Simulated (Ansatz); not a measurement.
## In$_{2}$GaAs$_{3}$: how the energy converges with the cutoff

In$_{2}$GaAs$_{3}$, I-4m2, a = 4.280 Å, c = 18.120 Å. The structure is a Materials Project entry; whether it is the stable form wasn't checked. Ansatz: r2SCAN, PAW, cutoff varied, Γ-centred 12×12×12 mesh on 6 atoms, Gaussian smearing 0.10 eV; no spin polarisation. Single points at one geometry, the cutoff alone changed; ΔE is the energy at zero smearing over the run at 700 eV (runs within 0.3 meV/atom of it are left out). The runs up to 460 eV lie under the cutoff recommended for these PAW datasets.

```tsv
cutoff (eV)	ΔE (meV/atom)
150	?
200	6732.57
250	915.97
300	81.87
350	6.86
380	3.69
460	1.26
500	0.62
520	0.44
```

Question: Assume ΔE falls exponentially with the cutoff, fit y = ln ΔE against x, the cutoff in eV, to the other rows, and predict the missing value.

Answer: y = 8.815, 6.820, 4.405, 1.926, 1.306, 0.231, -0.478, -0.821. Means x = 370.0, y = 2.7755; Σ(Δx)² = 96200, ΣΔxΔy = -2815; the slope is their ratio. y = 13.60 − 0.02926 x, a factor of ten per 79 eV. At 150 eV this gives ΔE = 10006.60 meV/atom. The run gave 37017.69, a ratio of 0.27. Between neighbouring rows the decay runs from a factor of ten per 46 eV to one per 171 eV, so one exponential is only a rough guide.